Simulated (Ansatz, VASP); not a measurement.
LiF in VASP and in Ansatz

File INCAR:

```
PREC = Accurate
ENCUT = 520
EDIFF = 1E-6
ISMEAR = 0
SIGMA = 0.02
LREAL = False
LASPH = True
NELM = 100
ALGO = Normal
ISIF = 2
LWAVE = False
LCHARG = True
GGA = PS
LELF = True
LVHAR = True
NBANDS = 18
```

File KPOINTS:

```
regular mesh
0
Gamma
  9 9 6
```

POSCAR

```
LiF
1.0
    3.2125175573      0.0000000000      0.0000000000
   -1.6062587786      2.7821218147      0.0000000000
    0.0000000000      0.0000000000      4.9011635456
Li F
2 2
Direct
    0.3333333300      0.6666666700      0.3873947373
    0.6666666700      0.3333333300      0.8873947373
    0.3333333300      0.6666666700      0.9876032627
    0.6666666700      0.3333333300      0.4876032627
```

Input for Ansatz:

```yaml
crystal:
  lattice:
    - [3.2125175573, 0.0, 0.0]
    - [-1.6062587786, 2.7821218147, 0.0]
    - [0.0, 0.0, 4.9011635456]
  atoms:
    - { symbol: Li, position: [0.33333333, 0.66666667, 0.3873947373] }
    - { symbol: Li, position: [0.66666667, 0.33333333, 0.8873947373] }
    - { symbol: F, position: [0.33333333, 0.66666667, 0.9876032627] }
    - { symbol: F, position: [0.66666667, 0.33333333, 0.4876032627] }
basis:
  ecutwfc: 420
kpoints:
  mp_grid: { grid: [9, 9, 6] }
hamiltonian:
  xc: pbesol
scf:
  occupations: { method: gaussian, width: 0.02 }
output:
  forces: true
  stress: true
  eigenvalues: true
```

Alike in both runs: task single point; functional PBEsol; k mesh 9 × 9 × 6; occupations gaussian, width 0.02 eV; no spin polarisation.

|  | VASP | Ansatz |
| --- | --- | --- |
| version | VASP 6.6.1 | Ansatz 0.2.0 |
| potentials or method | VASP PAW PBE potentials, release 64 (Li_sv, F) | scalar-relativistic, plane waves, PAW |
| plane-wave cutoff (eV) | 520 | 420 |
| valence electrons in the cell | 20 | 20 |

Ansatz gave:

| Quantity | Value |
| --- | --- |
| gap on the k mesh at the Fermi level (eV) | 7.09 |
| least direct gap on the mesh (eV) | 7.09 |
| rms of the force components (eV/Å) | 0.040 |

Q: Which values does VASP return?

A: gap on the k mesh at the Fermi level (eV): 7.08; least direct gap on the mesh (eV): 7.08; rms of the force components (eV/Å): 0.040.

Atom by atom the forces differ by 0.000 eV/Å (rms over components).

Caveats: the PAW data sets were made with another functional, which shifts forces and pressure a little (VASP); an odd mesh through Γ misses points on the zone boundary, where band edges often lie.
